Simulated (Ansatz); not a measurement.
## Where the states of HfC lie

Space group F-43m (No. 216). a = 5.044 Å, b = 5.044 Å, c = 5.044 Å, α = 90.00°, β = 90.00°, γ = 90.00°
```
atom  site  symmetry       x       y       z
  Hf    4a      -43m  0.0000  0.0000  0.0000
   C    4d      -43m  0.2500  0.2500  0.7500
```

The runs use the primitive cell with vectors (0.000, 2.522, 2.522), (2.522, 0.000, 2.522), (2.522, 2.522, 0.000) Å, to which the k mesh refers.

The cell was built from the zincblende type and relaxed in the same program, and has space group F-43m; it needn't be a known or the stable phase.

No spin–orbit coupling, which matters for the heavy atoms here.

These are results of Ansatz 0.2.0, DFT, PBE, all-electron LAPW, scalar-relativistic, not measurements.

The runs use a Γ-centred 11×11×11 k mesh, Fermi–Dirac smearing of 0.08 eV, basis error target 1 meV/atom, no spin polarisation.

States per eV and cell, averaged over 0.4 eV, from -9.8 to 5.6 eV, with energies (bin centres) from the valence-band top; empty bins are left out. The partial columns, the largest 5 alone, are projections on Löwdin-orthogonalised atomic shells (those that the program's projection atoms carry: the occupied ones and, for some elements, an empty d or f shell; other empty shells have no column), summed over atoms of an element. Weights on diffuse s and p shells depend on that basis and aren't pure angular character.

```
E (eV)  total  Hf 5d  C 2p  C 2s  Hf 6s  Hf 5p
  -9.7   0.35   0.02  0.00  0.15   0.12   0.00
  -9.3   0.63   0.08  0.01  0.32   0.16   0.01
  -8.9   1.47   0.31  0.01  0.85   0.20   0.03
  -8.5   2.40   0.64  0.01  1.52   0.10   0.06
  -4.1   0.10   0.05  0.05  0.00   0.01   0.00
  -3.7   0.70   0.30  0.32  0.01   0.06   0.00
  -3.3   1.71   0.66  0.81  0.04   0.16   0.02
  -2.9   2.34   0.77  1.25  0.06   0.19   0.04
  -2.5   0.15   0.06  0.07  0.00   0.01   0.00
  -2.1   1.62   0.66  0.86  0.01   0.07   0.01
  -1.7   3.38   1.44  1.83  0.01   0.06   0.03
  -1.3   1.94   0.74  1.13  0.00   0.03   0.02
  -0.9   1.42   0.44  0.92  0.00   0.02   0.02
  -0.5   1.11   0.25  0.81  0.00   0.01   0.02
  -0.1   0.53   0.07  0.43  0.00   0.00   0.01
   0.3   0.08   0.07  0.00  0.00   0.00   0.00
   0.7   0.70   0.54  0.06  0.04   0.01   0.00
   1.1   0.63   0.47  0.09  0.02   0.02   0.00
   1.5   0.63   0.46  0.10  0.01   0.02   0.00
   1.9   0.64   0.49  0.09  0.01   0.02   0.00
   2.3   0.70   0.56  0.09  0.01   0.02   0.00
   2.7   0.87   0.74  0.08  0.01   0.02   0.00
   3.1   0.55   0.48  0.04  0.00   0.01   0.00
   3.5   1.28   1.10  0.12  0.01   0.02   0.00
   3.9   2.23   1.81  0.25  0.03   0.07   0.00
   4.3   2.04   1.55  0.27  0.05   0.08   0.00
   4.7   2.64   1.90  0.41  0.07   0.10   0.00
   5.1   1.57   0.95  0.28  0.09   0.14   0.00
   5.5   0.34   0.12  0.10  0.03   0.05   0.00
```

Problem. Which of the resolved shells contributes most in the top eV of the valence band?

Solution. C 2p, with 73 % of all states there; Hf 5d follows with 22 %.

Problem. Where is the centre of the filled Hf 5d states between -14 eV and the top of the filled states?

Solution. -3.19 eV from the valence-band top.
